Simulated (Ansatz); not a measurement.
Given:

```xyz
10
Lattice="2.6126 1.5084 4.2537 -2.6126 1.5084 4.2537 0.0000 -3.0168 4.2537" Properties=species:S:1:pos:R:3 pbc="T T T"
La     0.0000     0.0000     3.1903
La     0.0000     0.0000     9.5708
Al     0.0000     0.0000     0.0000
Al     0.0000     0.0000     6.3806
O      0.0532     1.5084     7.4440
O     -1.3329    -0.7081     7.4440
O      1.2797    -0.8003     7.4440
O     -0.0532    -1.5084     5.3171
O      1.3329     0.7081     5.3171
O     -1.2797     0.8003     5.3171
```

No spin polarisation.

Method: r2SCAN, PAW, 500 eV (Ansatz, an electronic-structure program; no spin-orbit coupling). Settings: 8×8×8 k-points, 0.05 eV Fermi–Dirac smearing.

Q: Predict the band gap and valence-band top at Γ.

A: 
- Band gap = 4.23 eV
- Valence-band top at Γ (three highest levels, from the VBM) = 0.00, -0.02, -0.03 eV

The cells carry an imposed strain or load. Whether these cells are dynamically stable was not tested. The cell was made from LaAlO3 (space group R-3c, No. 167) by this change: isotropic strain −2.66 %.
